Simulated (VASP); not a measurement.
**SrO in VASP: how settings move the PBE single point**

The PBE single point of SrO built on the rocksalt prototype, under +4.0 % biaxial strain in the (111) plane, free along [111] is repeated with altered inputs. Which of them can be trusted?

Code: VASP 6.6.1. PAW datasets, plane waves. Computed at 0 K without zero-point motion; spin polarisation is off.

### 1 Starting point

The cell comes from an earlier relaxation with r2SCAN in another program, then strained, with the atoms relaxed again.

Space group R-3m (No. 166), trigonal; conventional cell a = 3.794 Å, c = 8.690 Å, 18.06 Å³ an atom. Around Sr lie 6 O at 2.63 Å; around O lie 6 Sr at 2.63 Å.

As a file:

```
CELL_PARAMETERS angstrom
-0.11629 2.56680 2.56680
2.56680 -0.11629 2.56680
2.56680 2.56680 -0.11629
ATOMIC_POSITIONS crystal
Sr 0.00000 0.00000 0.00000
O 0.50000 0.50000 0.50000
```

### 2 Reference

INCAR reads:

```
ENCUT = 520.000000
SIGMA = 0.020000
EDIFF = 1.00e-07
GGA = PE
PREC = Accurate
IBRION = -1
ISIF = 2
ISMEAR = -1
NBANDS = 15
NELM = 120
NSW = 0
LASPH = .TRUE.
LCHARG = .FALSE.
LWAVE = .FALSE.
LREAL = .FALSE.
```

KPOINTS reads:

```
KPOINTS created by Atomic Simulation Environment
0
Gamma
8 8 8
0 0 0
```

POSCAR reads:

```
Sr O
 1.0000000000000000
    -0.1162875676000000    2.5668004512999998    2.5668004512999998
     2.5668004512999998   -0.1162875676000000    2.5668004512999998
     2.5668004512999998    2.5668004512999998   -0.1162875676000000
 Sr  O
   1   1
Cartesian
  0.0000000000000000  0.0000000000000000  0.0000000000000000
  2.5086566674999990  2.5086566674999990  2.5086566674999995
```

A file KPOINTS_OPT adds named points for the levels; it doesn't enter the self-consistent loop.

Potentials: the recommended PBE PAW datasets, 16 valence electrons.

Command:

```bash
$ mpirun -np 1 vasp_std
```

### 3 Altered input 1

INCAR reads:

```
ENCUT = 520.000000
EDIFF = 1.00e-07
GGA = PE
PREC = Accurate
IBRION = -1
ISIF = 2
NBANDS = 15
NELM = 120
NSW = 0
LASPH = .TRUE.
LCHARG = .FALSE.
LWAVE = .FALSE.
LREAL = .FALSE.
ISMEAR = -1
SIGMA = 0.2
```

KPOINTS reads:

```
KPOINTS created by Atomic Simulation Environment
0
Gamma
10 10 10
0 0 0
```

POSCAR is that of step 2.

### 4 Altered input 2

Edit INCAR of step 2 so:

```diff
@@ -9,3 +9,2 @@
 NBANDS = 15
-NELM = 120
 NSW = 0
@@ -15 +14,3 @@
 LREAL = .FALSE.
+NELECT = 15
+NELM = 51
```

KPOINTS is that of step 2.

POSCAR is that of step 2.

### 5 Altered input 3

INCAR reads:

```
ENCUT = 520.000000
EDIFF = 1.00e-07
GGA = PE
PREC = Accurate
IBRION = -1
ISIF = 2
NBANDS = 15
NSW = 0
LASPH = .TRUE.
LCHARG = .FALSE.
LWAVE = .FALSE.
LREAL = .FALSE.
ISMEAR = -5
SIGMA = 0.05
LMAXMIX = 6
NELM = 87
```

KPOINTS is that of step 2.

POSCAR is that of step 2.

**Question.** What will these runs give? Wanted: for each run, changed; ending; energy change; pressure; electronic steps; usable.

The runs gave:

| run | changed | ending | energy change (meV/atom) | pressure (GPa) | gap on the mesh (eV; negative: overlap) | electronic steps | time | usable |
| --- | --- | --- | --- | --- | --- | --- | --- | --- |
| ref. | – | converged | 0 | -2.1 | 3.17 | 15 | 28 s | yes |
| 1 | ISMEAR = -1, SIGMA = 0.2, mesh 10×10×10 | converged | 0.0 | -2.1 | 3.17 | 15 | 45 s | yes |
| 2 | NELECT = 15, NELM = 51 | converged | – | -21.6 | – | 14 | 25 s | no |
| 3 | ISMEAR = -5, SIGMA = 0.05, LMAXMIX = 6, NELM = 87 | converged | 0.0 | -2.1 | 3.17 | 15 | 26 s | yes |

**Reading.** Of 3 altered inputs, 1 ended normally on a faulty or unsound input, 2 gave usable results.
